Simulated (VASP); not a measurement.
Write the native input for VASP 6.6.1 that does the following.

| Property | Result |
| --- | --- |
| Task | relaxation of cell and atoms |
| Functional | LDA |
| Potentials or basis | VASP PAW LDA potentials, release 64 (Tl_d) |
| Cutoff | 600 eV |
| k mesh | 7 × 7 × 4 |
| Occupations | fermi-dirac, width 0.02 eV |
| Spin | no spin polarisation |
| Dipole correction | no |
| Further INCAR settings | ALGO = Normal; EDIFF = 1e-06; IBRION = 2; EDIFFG = -0.03; NSW = 50; ISIF = 3 |

The structure of Tl lies in POSCAR:

```
Tl
1.0
    3.4560000000      0.0000000000      0.0000000000
   -1.7280000000      2.9929800000      0.0000000000
    0.0000000000      0.0000000000      5.5250000000
Tl
2
Direct
    0.3333333333      0.6666666667      0.2500000000
    0.6666666667      0.3333333333      0.7500000000
```

These files were run (other wordings do the same):

INCAR

```
SYSTEM = Tl
ALGO = Normal
EDIFF = 1E-6
EDIFFG = -0.03
ENCUT = 600
GGA = CA
IBRION = 2
ISIF = 3
ISMEAR = -1
LASPH = .True.
LCHARG = .False.
LREAL = .False.
LWAVE = .False.
NELM = 100
NSW = 50
PREC = Accurate
SIGMA = 0.02
```

KPOINTS

```
k-points
0
Gamma
  7 7 4
  0 0 0
```

Potentials or basis: VASP PAW LDA potentials, release 64 (Tl_d).

The run is started by

```sh
$ cat potpaw_LDA.64/Tl_d/POTCAR > POTCAR
$ mpirun -np 1 vasp_std > vasp.out
```

It gave:

```json
{
  "Relaxed volume": "27.37 Å³/atom",
  "Relaxed cell": "a = 3.369 Å, b = 3.369 Å, c = 5.569 Å, α = 90.00°, β = 90.00°, γ = 120.00°",
  "Space group after relaxing (to 0.05 Å)": "P6_3/mmc (No. 194)",
  "Energy gained by relaxing": "11.2 meV/atom",
  "Ionic steps": "6",
  "Pressure after relaxing": "0.0 GPa",
  "Band gap on the k mesh": "none (metal or under the smearing width)"
}
```

It took 54 s on 1 thread of Intel(R) Xeon(R) Platinum 8559C (Emerald Rapids) (shared host), peak memory 0.17 GiB.
